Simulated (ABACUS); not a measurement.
# MoP under changes of volume

One of the cells (14.353 Å³/atom); the others are scaled copies at fixed shape and fractional positions:

```
Mo P
1.0
     3.22300    0.00000    0.00000
    -1.61150    2.79120    0.00000
     0.00000    0.00000    3.19100
Mo P
1 1
Cartesian
  0.0000 0.0000 0.0000
  0.0000 1.8608 1.5955
```

```yaml
Program: ABACUS 3.10.1
Functional: PBE
Potentials_or_basis: PseudoDojo NC SR 0.4.1 PBE standard
Cutoff: 1102 eV
Density_cutoff: 4408 eV
Basis: plane waves
k_mesh: 10 × 10 × 8
Occupations: fermi-dirac, width 0.05 eV
Spin: no spin polarisation
```

```csv
volume (Å³/atom),energy over the lowest point (meV/atom),pressure (GPa)
13.492,?,?
13.779,28.88,13.3
14.066,10.18,7.7
14.353,0.88,2.8
14.640,0.00,-1.7
14.927,6.70,-5.7
15.214,20.20,-9.3
```

**Question.** What does the run at 13.492 Å³/atom give?

**Answer.** Energy over the lowest point 58.03 meV/atom; pressure 19.4 GPa.

Worked out: A Birch-Murnaghan fit of order 3 (a polynomial in V^(-2/3)) to the other rows has its minimum at 14.53 Å³/atom with B0 = V·E''(V) = 223 GPa and B' = 4.4 at fixed shape and positions, which overstates the stiffness. It gives 58.04 meV/atom at 13.492 Å³/atom, against the run's 58.03, and -dE/dV = 19.4 GPa, against 19.4.

Energies are extrapolated to zero smearing.
